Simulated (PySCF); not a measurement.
C2H2Cl2.
Numbering: `[Cl:1]/[CH:2]=[CH:3]/[Cl:4]` (hydrogens: H5 on C2; H6 on C3)

The same species was optimised twice, with GFN2-xTB and with PBE0-D3(BJ)/def2-SVP (PySCF), and the same property calculations (PySCF, gas phase) were run on both structures.

```
   coordinate  GFN2-xTB  PBE0-D3(BJ)/def2-SVP  change
    C3–H6 (Å)     1.079                 1.092  +0.013
    C2–H5 (Å)     1.079                 1.092  +0.013
    C2=C3 (Å)     1.324                 1.333  +0.009
   Cl1–C2 (Å)     1.712                 1.719  +0.007
   C3–Cl4 (Å)     1.713                 1.719  +0.006
 C2–C3–H6 (°)     123.8                 123.0    -0.8
 C3–C2–H5 (°)     123.8                 123.0    -0.8
Cl1–C2–C3 (°)     121.5                 121.9    +0.4
C2–C3–Cl4 (°)     121.5                 121.9    +0.4
Cl4–C3–H6 (°)     114.7                 115.1    +0.4
Cl1–C2–H5 (°)     114.8                 115.1    +0.3
```

Rotational constants: A = 53513, B = 1558, C = 1514 MHz (GFN2-xTB) against A = 53133, B = 1538, C = 1495 MHz (PBE0-D3(BJ)/def2-SVP). Point groups within 0.08 Å: C2h and C2h.

On the GFN2-xTB structure: HOMO (eV) -7.44 [PBE0/pcSseg-1]; LUMO (eV) -0.63 [PBE0/pcSseg-1]; GIAO shielding of Cl1/Cl4 (mean) (ppm) 748.1 [PBE0/pcSseg-1]; GIAO shielding of C2/C3 (mean) (ppm) 52.8 [PBE0/pcSseg-1].

Q: What do these properties become on the PBE0-D3(BJ)/def2-SVP structure?

A: 
```csv
property,level,on GFN2-xTB,on PBE0-D3(BJ)/def2-SVP,change
HOMO (eV),PBE0/pcSseg-1,-7.44,-7.44,0.00
LUMO (eV),PBE0/pcSseg-1,-0.63,-0.67,-0.04
"energy, GFN2-xTB geometry as zero (kcal/mol)",PBE0/pcSseg-1,0.0,-0.1,-0.1
GIAO shielding of Cl1/Cl4 (mean) (ppm),PBE0/pcSseg-1,748.1,740.7,-7.4
GIAO shielding of C2/C3 (mean) (ppm),PBE0/pcSseg-1,52.8,49.9,-2.9
```

The heavy atoms differ by 0.011 Å rms after alignment. Among all bonds C2–H5 and C3–H6 change most and about equally (+0.013 Å). Changes are differences of the printed values. Neither structure is proved a minimum here.
